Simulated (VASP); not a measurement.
SrO in VASP 6.6.1, single-point calculation

INCAR

```
LASPH = .TRUE.
ISMEAR = -1
LCHARG = .FALSE.
ENCUT = 520
NELM = 63
NSW = 0
SIGMA = 0.01
ALGO = VeryFast
NBANDS = 15
IBRION = -1
GGA = PE
PREC = Accurate
LWAVE = .FALSE.
LREAL = .FALSE.
EDIFF = 1E-7
ISIF = 2
```

KPOINTS

```
KPOINTS created by Atomic Simulation Environment
0
Gamma
8 8 8
0 0 0
```

POSCAR

```
Sr O
 1.0000000000000000
     0.0000000000000000    2.6056912490999999    2.5669928641999999
     2.6056912490999999    0.0000000000000000    2.5669928641999999
     2.6056912490999999    2.6056912490999999    0.0000000000000000
 Sr  O
   1   1
Cartesian
  0.0000000000000000  0.0000000000000000  0.0000000000000000
  2.6056912491000004  2.6056912491000004  2.5669928642000004
```

The recommended PBE PAW datasets give the neutral cell 16 valence electrons.

Command

```
mpirun -np 1 vasp_std
```

OSZICAR

```
N       E                     dE             d eps       ncg     rms          rms(c)
RMM:   1     0.140855239010E+03    0.14086E+03   -0.54936E+03   885   0.813E+02
RMM:   2     0.258649602555E+02   -0.11499E+03   -0.12339E+03   885   0.197E+02
RMM:   3    -0.208380865060E+01   -0.27949E+02   -0.25513E+02   885   0.900E+01
RMM:   4    -0.121500437154E+02   -0.10066E+02   -0.54544E+01   885   0.449E+01
RMM:   5    -0.137186456527E+02   -0.15686E+01   -0.11545E+01   885   0.189E+01
RMM:   6    -0.140498342644E+02   -0.33119E+00   -0.27045E+00   885   0.926E+00
RMM:   7    -0.141553763361E+02   -0.10554E+00   -0.94257E-01   885   0.531E+00
RMM:   8    -0.142020376292E+02   -0.46661E-01   -0.42936E-01   885   0.359E+00
RMM:   9    -0.142357899441E+02   -0.33752E-01   -0.31856E-01  3317   0.251E+00
RMM:  10    -0.142478890866E+02   -0.12099E-01   -0.89829E-02  3437   0.116E+00
...
RMM:  18    -0.120515168155E+02   -0.22904E-03   -0.15973E-03  2983   0.152E-01    0.362E-02
RMM:  19    -0.120515765971E+02   -0.59782E-04   -0.40365E-04  3012   0.798E-02    0.247E-02
RMM:  20    -0.120515973068E+02   -0.20710E-04   -0.15872E-04  3255   0.441E-02    0.127E-02
RMM:  21    -0.120516038454E+02   -0.65386E-05   -0.48163E-05  3139   0.275E-02    0.638E-03
RMM:  22    -0.120516069637E+02   -0.31183E-05   -0.19464E-05  3195   0.177E-02    0.171E-03
RMM:  23    -0.120516078558E+02   -0.89207E-06   -0.78046E-06  3040   0.106E-02    0.404E-03
RMM:  24    -0.120516084478E+02   -0.59206E-06   -0.32385E-06  2790   0.719E-03    0.199E-03
RMM:  25    -0.120516088293E+02   -0.38143E-06   -0.13837E-06  2248   0.491E-03    0.199E-04
RMM:  26    -0.120516089163E+02   -0.87057E-07   -0.63658E-07  2024   0.296E-03
   1 F= -.12051609E+02 E0= -.12051609E+02  d E =-.238150E-11
```

From OUTCAR

```
k-points           NKPTS =     59   k-points in BZ     NKDIM =     59   number of bands    NBANDS=     15

   NELECT =      16.0000    total number of electrons

   dimension x,y,z NGX =    28 NGY =   28 NGZ =   28
   dimension x,y,z NGXF=    56 NGYF=   56 NGZF=   56

  energy-cutoff  :      520.00
  volume of cell :       34.86
      direct lattice vectors                 reciprocal lattice vectors
     0.000000000  2.605691249  2.566992864    -0.191887661  0.191887661  0.194780440
     2.605691249  0.000000000  2.566992864     0.191887661 -0.191887661  0.194780440
     2.605691249  2.605691249  0.000000000     0.191887661  0.191887661 -0.194780440

 k-points in reciprocal lattice and weights: KPOINTS created by Atomic Simulation Env
   0.00000000  0.00000000  0.00000000       0.002
   0.12500000  0.00000000  0.00000000       0.016
   0.25000000  0.00000000  0.00000000       0.016
   0.37500000  0.00000000  0.00000000       0.016
   0.50000000  0.00000000  0.00000000       0.008
   0.12500000  0.12500000  0.00000000       0.004
   0.25000000  0.12500000  0.00000000       0.016
   0.37500000  0.12500000  0.00000000       0.016
   ...

 E-fermi :   1.7767

 k-point     1 :       0.0000    0.0000    0.0000
  band No.  band energies     occupation
      1     -30.9319      2.00000
      2     -13.5129      2.00000
      3     -12.5990      2.00000
      4     -12.5990      2.00000
      5     -12.5877      2.00000
      6       1.5295      2.00000
      7       1.5295      2.00000
      8       1.5800      2.00000
      9       5.3460      0.00000
     10       7.6652      0.00000
     11       7.6652      0.00000
     12       7.7743      0.00000
     13       9.7133      0.00000
     14       9.9173      0.00000
     15      14.1354      0.00000

 k-point     2 :       0.1250    0.0000    0.0000
  band No.  band energies     occupation
      1     -30.9141      2.00000
      2     -13.8848      2.00000
      3     -12.6122      2.00000
      4     -12.6019      2.00000
      5     -12.2669      2.00000
      6       1.0990      2.00000
      7       1.3443      2.00000
      8       1.3733      2.00000
      9       6.0341      0.00000
     10       7.5513      0.00000
     11       7.9672      0.00000
     12       8.0323      0.00000
     13      10.1004      0.00000
     14      10.3116      0.00000
     15      15.1029      0.00000

 k-point     3 :       0.2500    0.0000    0.0000
  band No.  band energies     occupation
      1     -30.8707      2.00000
      2     -14.4411      2.00000
      3     -12.6439      2.00000
      4     -12.6255      2.00000
      5     -11.8177      2.00000
      6       0.2933      2.00000
      7       0.9435      2.00000
      8       0.9578      2.00000
      9       7.4212      0.00000
     10       7.6081      0.00000
     11       8.7834      0.00000
     12       8.8223      0.00000
     13      11.0747      0.00000
     14      11.2955      0.00000
     15      17.0140      0.00000

 ...

  Total        0.0874275      0.0874275      0.5008326      0.0000000     -0.0000000      0.0000000
  in kB        4.0184460      4.0184460     23.0198567      0.0000000     -0.0000000      0.0000000
  external PRESSURE =      10.3522496 kB  Pullay stress =       0.0000000 kB

 POSITION                                       TOTAL-FORCE (eV/Angst)
 -----------------------------------------------------------------------------------
      0.00000      0.00000      0.00000        -0.000000      0.000000      0.000000
      2.60569      2.60569      2.56699         0.000000     -0.000000      0.000000
 -----------------------------------------------------------------------------------
    total drift:                                0.000000      0.000000      0.000000

  FREE ENERGIE OF THE ION-ELECTRON SYSTEM (eV)
  ---------------------------------------------------
  free  energy   TOTEN  =       -12.0516089163 eV

  energy  without entropy=      -12.0516089163  energy(sigma->0) =      -12.05160892
```

It converged. Results: gap between bands v and c on the k mesh 3.21 eV; least direct gap on the k mesh 3.36 eV; pressure 1.0 GPa. Band v is the last that the valence electrons fill when counted band by band, and c is the next.

For comparison, a separate PBE run of the intended cell, on usual settings and not on those above, gives a gap of 3.21 eV on its mesh and a pressure of 1.0 GPa.

The run above took about 43 s on one core of a shared host (Intel Xeon Platinum 8488C) and held 0.17 GiB at most.
